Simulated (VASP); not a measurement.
# P (Pm-3m) in VASP: density of states with PBE

Aim: the density of states of P with PBE.

Program: VASP 6.6.1. These are calculated values, not measurements. Logs are shortened: lines on timing, memory, paths and dates and some standing lists are left out, and cuts for length are marked.

## Step 1: Starting point

Symmetry: Pm-3m, No. 221, cubic system. Conventional cell: a = 2.444 Å, b = 2.444 Å, c = 2.444 Å, α = 90.00°, β = 90.00°, γ = 90.00°. P (site symmetry m-3m) is surrounded by 6 P at 2.44 Å.

The cell was built by a generator and needn't be a form met in nature.

## Step 2: Density of states, PBE

Input file POSCAR:

```
P
1.0
    2.4443079142      0.0000000000      0.0000000000
    0.0000000000      2.4443079142      0.0000000000
    0.0000000000      0.0000000000      2.4443079142
P
1
Direct
    0.0000000000      0.0000000000      0.0000000000
```

Input file INCAR.step1:

```
PREC     = Accurate       # precision mode
ENCUT    = 520            # plane-wave cutoff, eV
EDIFF    = 1E-7           # SCF threshold, eV
ISMEAR   = 0              # smearing method
SIGMA    = 0.1            # smearing width, eV
LREAL    = False          # projectors in reciprocal space
LASPH    = True           # aspherical terms in the spheres
NELM     = 60             # most SCF steps
ALGO     = Fast           # electronic algorithm
ISIF     = 2              # what is computed and relaxed
LWAVE    = False          # write WAVECAR
LCHARG   = True           # write CHGCAR
GGA      = PE             # functional
NBANDS   = 8              # bands
```

Input file KPOINTS.step1:

```
Automatic mesh
0
Gamma
  22 22 22
```

Input file INCAR.step2:

```
PREC     = Accurate       # precision mode
ENCUT    = 520            # plane-wave cutoff, eV
EDIFF    = 1E-7           # SCF threshold, eV
ISMEAR   = -5             # smearing method
SIGMA    = 0.1            # smearing width, eV
LREAL    = False          # projectors in reciprocal space
LASPH    = True           # aspherical terms in the spheres
NELM     = 60             # most SCF steps
ALGO     = Fast           # electronic algorithm
ISIF     = 2              # what is computed and relaxed
LWAVE    = False          # write WAVECAR
LCHARG   = False          # write CHGCAR
GGA      = PE             # functional
LORBIT   = 11             # projections on sites
NEDOS    = 1001           # points of the DOS
ICHARG   = 11             # starting density
```

Input file KPOINTS.step2:

```
Automatic mesh
0
Gamma
  33 33 33
```

Potentials or basis: VASP PAW PBE potentials, release 64 (P).

The run is started by

```console
> cat potpaw_PBE.64/P/POTCAR > POTCAR
> cp INCAR.step1 INCAR
> cp KPOINTS.step1 KPOINTS
> mpirun -np 1 vasp_std > vasp.out
> cp INCAR.step2 INCAR
> cp KPOINTS.step2 KPOINTS
> mpirun -np 1 vasp_std > vasp.out
```

OUTCAR:

```text
PREC = Accurate
   ENCUT = 520
   EDIFF = 1E-7
   ISMEAR = -5
   LREAL = False
   LASPH = True
   NELM = 60
   ISIF = 2
   GGA = PE
   LORBIT = 11
   ICHARG = 11

 ion  position               nearest neighbor table
   1  0.000  0.000  0.000-

  LATTYP: Found a simple cubic cell.
 ALAT       =     2.4443079142

  Lattice vectors:

 A1 = (   2.4443079142,   0.0000000000,   0.0000000000)
 A2 = (   0.0000000000,   2.4443079142,   0.0000000000)
 A3 = (   0.0000000000,   0.0000000000,   2.4443079142)

Analysis of symmetry for initial positions (statically):
=====================================================================
 Subroutine PRICEL returns:
 Original cell was already a primitive cell.

 Routine SETGRP: Setting up the symmetry group for a
 simple cubic supercell.

 Subroutine GETGRP returns: Found 48 space group operations
 (whereof 48 operations were pure point group operations)
 out of a pool of 48 trial point group operations.

The static configuration has the point symmetry O_h .

Analysis of symmetry for dynamics (positions and initial velocities):
=====================================================================
 Subroutine PRICEL returns:
 Original cell was already a primitive cell.

 Routine SETGRP: Setting up the symmetry group for a
 simple cubic supercell.

 Subroutine GETGRP returns: Found 48 space group operations
 (whereof 48 operations were pure point group operations)
 out of a pool of 48 trial point group operations.

The dynamic configuration has the point symmetry O_h .

 Subroutine INISYM returns: Found 48 space group operations
 (whereof 48 operations are pure point group operations),
 and found     1 'primitive' translations

----------------------------------------------------------------------------------------

                                     Primitive cell

  volume of cell :      14.6039

  direct lattice vectors                    reciprocal lattice vectors
     2.444307914  0.000000000  0.000000000     0.409113759  0.000000000  0.000000000
     0.000000000  2.444307914  0.000000000     0.000000000  0.409113759  0.000000000
     0.000000000  0.000000000  2.444307914     0.000000000  0.000000000  0.409113759

  length of vectors
     2.444307914  2.444307914  2.444307914     0.409113759  0.409113759  0.409113759

  position of ions in fractional coordinates (direct lattice)
     0.000000000  0.000000000  0.000000000

  ion indices of the primitive-cell ions
   primitive index   ion index
                 1           1

----------------------------------------------------------------------------------------

 KPOINTS: Automatic mesh

Automatic generation of k-mesh.
 Grid dimensions read from file:
 generate k-points for:   33   33   33

 Generating k-lattice:

  Cartesian coordinates                     Fractional coordinates (reciprocal lattice)
     0.012397387  0.000000000  0.000000000     0.030303030  0.000000000  0.000000000
     0.000000000  0.012397387  0.000000000     0.000000000  0.030303030  0.000000000
     0.000000000  0.000000000  0.012397387     0.000000000  0.000000000  0.030303030

  Length of vectors
     0.012397387  0.012397387  0.012397387

  Shift w.r.t. Gamma in fractional coordinates (k-lattice)
     0.000000000  0.000000000  0.000000000

 TETIRR: Found  17921 inequivalent tetrahedra from   215622

 Subroutine IBZKPT returns following result:
 ===========================================

 Found    969 irreducible k-points:

 Following reciprocal coordinates:
            Coordinates               Weight
  0.000000  0.000000  0.000000      1.000000
  0.030303  0.000000  0.000000      6.000000
  0.060606  0.000000  0.000000      6.000000
  0.090909  0.000000  0.000000      6.000000
  0.121212  0.000000  0.000000      6.000000
  0.151515  0.000000  0.000000      6.000000
[... 16 lines left out ...]
  0.181818  0.030303  0.000000     24.000000
  0.212121  0.030303  0.000000     24.000000
 [... further k-points ...]
   k-points           NKPTS =    969   k-points in BZ     NKDIM =    969   number of bands    NBANDS=      6
   number of dos      NEDOS =   1001   number of ions     NIONS =      1
   total plane-waves  NPLWV =   5832
   dimension x,y,z NGX =    18 NGY =   18 NGZ =   18
   dimension x,y,z NGXF=    36 NGYF=   36 NGZF=   36
   ions per type =               1
   NGX,Y,Z   is equivalent  to a cutoff of  12.24, 12.24, 12.24 a.u.
   NGXF,Y,Z  is equivalent  to a cutoff of  24.48, 24.48, 24.48 a.u.
 SYSTEM =  unknown system
   PREC   = accura    normal or accurate (medium, high low for compatibility)
   ISTART =      0    job   : 0-new  1-cont  2-samecut
   ICHARG =     11    charge: 1-file 2-atom 10-const
   ISPIN  =      1    spin polarized calculation?
   LNONCOLLINEAR =      F non collinear calculations
   LSORBIT =      F    spin-orbit coupling
   LASPH  =      T    aspherical Exc in radial PAW
   ENCUT  =  520.0 eV  38.22 Ry    6.18 a.u.   4.54  4.54  4.54*2*pi/ulx,y,z
   NELM   =     60;   NELMIN=  2; NELMDL=  0     # of ELM steps
   EDIFF  = 0.1E-06   stopping-criterion for ELM
   LREAL  =      F    real-space projection
   EDIFFG = 0.1E-05   stopping-criterion for IOM
   NSW    =      0    number of steps for IOM
   IBRION =     -1    ionic relax: 0-MD 1-quasi-New 2-CG
   NFREE  =      0    steps in history (QN), initial steepest desc. (CG)
   ISIF   =      2    stress and relaxation
   ISYM   =      2    0-nonsym 1-usesym 2-fastsym
   POTIM  = 0.5000    time-step for ionic-motion
   TEBEG  =    0.0;   TEEND  =   0.0 temperature during run
   PSTRESS=    0.0 pullay stress
   NELECT =       5.0000    total number of electrons
   NUPDOWN=      -1.0000    fix difference up-down
   EMIN   =  10.00;   EMAX   =-10.00  energy-range for DOS
   EFERMI =   0.00;   METHOD = LEGACY
   ISMEAR =    -5;   SIGMA  =   0.10  broadening in eV -4-tet -1-fermi 0-gaus
   EFERMI_NEDOS =   21; number of points for ismear=-14 and -15
   IALGO  =     68    algorithm
   IMIX   =      4    mixing-type and parameters
     AMIX     =   0.40;   BMIX     =  1.00
     AMIX_MAG =   1.60;   BMIX_MAG =  1.00
  volume/ion in A,a.u.               =      14.60        98.55
  Fermi-wavevector in a.u.,A,eV,Ry     =   1.145273  2.164252 17.846076  1.311650
  Thomas-Fermi vector in A             =   2.281962
   LORBIT       =     11    0 simple, 1 ext, 2 COOP (PROOUT), +10 PAW based schemes
   GGA     = PE    functional components
   LHFCALC =     F    Hartree Fock is set to
   AEXX    =    0.0000 exact exchange contribution
   IVDW    =     0    specifies the selected vdW correction
   LEPSILON=     F    determine dielectric tensor
   LRPA    =     F    only Hartree local field effects (RPA)
 non-spin polarized calculation
 RMM-DIIS sequential band-by-band and
 Fermi weights with tetrahedron method with Bloechl corrections
  energy-cutoff  :      520.00
  volume of cell :       14.60
 maximum number of plane-waves:       413

 number of electron       4.9999999 magnetization

 Free energy of the ion-electron system (eV)
  ---------------------------------------------------
  ext. energy  EPLUGINS =         0.00000000
  ---------------------------------------------------
  free energy    TOTEN  =        -5.27253792 eV

  energy without entropy =       -5.27253792  energy(sigma->0) =       -5.27253792

 E-fermi :   9.6175     XC(G=0): -11.2660

 val. band max:        9.6462214795   @ k =   0.3030   0.2121   0.2121
 cond. band min:       9.4642712057   @ k =   0.1818   0.1818   0.1818
 fundamental gap:     -0.1819502738
 Fermi energy:         9.6175180133

 k-point     1 :       0.0000    0.0000    0.0000
  band No.  band energies     occupation
      1      -6.8696      2.00000
      2      14.6026      0.00000
      3      14.6026      0.00000
      4      14.6026      0.00000
      5      16.4095      0.00000
      6      16.4095      0.00000

 k-point     2 :       0.0303    0.0000    0.0000
  band No.  band energies     occupation
      1      -6.8487      2.00000
      2      14.0623      0.00000
      3      14.6190      0.00000
      4      14.6190      0.00000
      5      16.4263      0.00000
      6      16.9256      0.00000

 k-point     3 :       0.0606    0.0000    0.0000
  band No.  band energies     occupation
      1      -6.7859      2.00000
      2      13.0751      0.00000
      3      14.6684      0.00000
      4      14.6684      0.00000
      5      16.4762      0.00000
      6      17.8346      0.00000

 k-point     4 :       0.0909    0.0000    0.0000
  band No.  band energies     occupation
      1      -6.6816      2.00000
      2      12.0053      0.00000
      3      14.7502      0.00000
      4      14.7502      0.00000
      5      16.5588      0.00000
      6      18.7581      0.00000

 k-point     5 :       0.1212    0.0000    0.0000
  band No.  band energies     occupation
      1      -6.5359      2.00000
      2      10.9225      0.00000
      3      14.8639      0.00000
      4      14.8639      0.00000
      5      16.6731      0.00000
      6      19.6105      0.00000

 k-point     6 :       0.1515    0.0000    0.0000
  band No.  band energies     occupation
      1      -6.3493      2.00000
      2       9.8488      0.43483
      3      15.0086      0.00000
      4      15.0086      0.00000
      5      16.8174      0.00000
      6      20.3644      0.00000

 k-point     7 :       0.1818    0.0000    0.0000
  band No.  band energies     occupation
      1      -6.1224      2.00000
      2       8.7951      2.11689
      3      15.1827      0.00000
      4      15.1827      0.00000
      5      16.9897      0.00000
      6      21.0225      0.00000

 k-point     8 :       0.2121    0.0000    0.0000
  band No.  band energies     occupation
      1      -5.8563      2.00000
      2       7.7679      2.00000
      3      15.3845      0.00000
      4      15.3845      0.00000
      5      17.1869      0.00000
      6      21.6070      0.00000
[... 91 lines left out ...]
 k-point    19 :       0.0606    0.0303    0.0000
  band No.  band energies     occupation
      1      -6.7650      2.00000
      2      13.0613      0.00000
      3      14.1992      0.00000
      4      14.6849      0.00000
      5      16.8462      0.00000
      6      17.9635      0.00000

 k-point    20 :       0.0909    0.0303    0.0000
  band No.  band energies     occupation
      1      -6.6607      2.00000
      2      12.0084      0.00000
      3      14.2729      0.00000
      4      14.7667      0.00000
      5      16.9424      0.00000
      6      18.8728      0.00000

 k-point    21 :       0.1212    0.0303    0.0000
  band No.  band energies     occupation
      1      -6.5150      2.00000
      2      10.9322      0.00000
      3      14.3855      0.00000
      4      14.8803      0.00000
      5      17.0607      0.00000
      6      19.7254      0.00000

 k-point    22 :       0.1515    0.0303    0.0000
  band No.  band energies     occupation
      1      -6.3284      2.00000
      2       9.8620      0.41439
      3      14.5310      0.00000
      4      15.0249      0.00000
      5      17.2066      0.00000
      6      20.4827      0.00000

 k-point    23 :       0.1818    0.0303    0.0000
  band No.  band energies     occupation
      1      -6.1015      2.00000
      2       8.8102      2.11178
      3      14.7069      0.00000
      4      15.1991      0.00000
      5      17.3795      0.00000
      6      21.1430      0.00000

 k-point    24 :       0.2121    0.0303    0.0000
  band No.  band energies     occupation
      1      -5.8354      2.00000
      2       7.7843      2.00000
      3      14.9109      0.00000
      4      15.4007      0.00000
      5      17.5772      0.00000
      6      21.7264      0.00000

 [... further k-points ...]

------------------------ aborting loop because EDIFF is reached ----------------------------------------

  FORCE on cell =-STRESS in cart. coord.  units (eV):
  Direction    XX          YY          ZZ          XY          YZ          ZX
  --------------------------------------------------------------------------------------
  -------------------------------------------------------------------------------------
  Total        0.0034117      0.0034117      0.0034117      0.0000000     -0.0000000      0.0000000
  in kB        0.3742898      0.3742898      0.3742898      0.0000000     -0.0000000      0.0000000
  external PRESSURE =       0.3742898 kB  Pullay stress =       0.0000000 kB

 VOLUME and BASIS-vectors are now :
 -----------------------------------------------------------------------------
  energy-cutoff  :      520.00
  volume of cell :       14.60
      direct lattice vectors                 reciprocal lattice vectors
     2.444307914  0.000000000  0.000000000     0.409113759  0.000000000  0.000000000
     0.000000000  2.444307914  0.000000000     0.000000000  0.409113759  0.000000000
     0.000000000  0.000000000  2.444307914     0.000000000  0.000000000  0.409113759

 POSITION                                       TOTAL-FORCE (eV/Angst)
 -----------------------------------------------------------------------------------
      0.00000      0.00000      0.00000         0.000000      0.000000      0.000000
 -----------------------------------------------------------------------------------
    total drift:                                0.000000      0.000000      0.000000

  FREE ENERGIE OF THE ION-ELECTRON SYSTEM (eV)
  ---------------------------------------------------
  free  energy   TOTEN  =        -5.2725379210 eV

  energy  without entropy=       -5.2725379210  energy(sigma->0) =       -5.27253792

 total charge

# of ion       s       p       d       tot
------------------------------------------
    1        1.072   1.325   0.000   2.397
```

Wall time 41 s (1 thread of Intel Xeon Platinum 8559C (Emerald Rapids), shared host); peak memory 0.2 GiB.

Results:

* Valence electrons inside the program's atomic spheres: P 2.40

States per cell in windows of 1 eV (zero at the Fermi level; states under -8 eV left out):
```csv
from (eV),total,P1_p,P1_s,P1_d
-8.0,0.28,0.07,0.06,0.00
-7.0,0.33,0.11,0.04,0.00
-6.0,0.43,0.16,0.03,0.00
-5.0,0.47,0.18,0.03,0.00
-4.0,0.45,0.18,0.03,0.00
-3.0,0.46,0.19,0.03,0.00
-2.0,0.41,0.16,0.03,0.00
-1.0,0.34,0.13,0.02,0.00
0.0,0.31,0.12,0.03,0.00
1.0,0.39,0.13,0.04,0.00
2.0,0.44,0.13,0.04,0.00
3.0,0.49,0.14,0.04,0.00
4.0,0.56,0.17,0.03,0.00
5.0,0.63,0.22,0.03,0.00
6.0,0.57,0.21,0.02,0.00
7.0,0.54,0.20,0.01,0.00
```

Caveat: tetrahedron occupations give inexact forces and stress in metals.
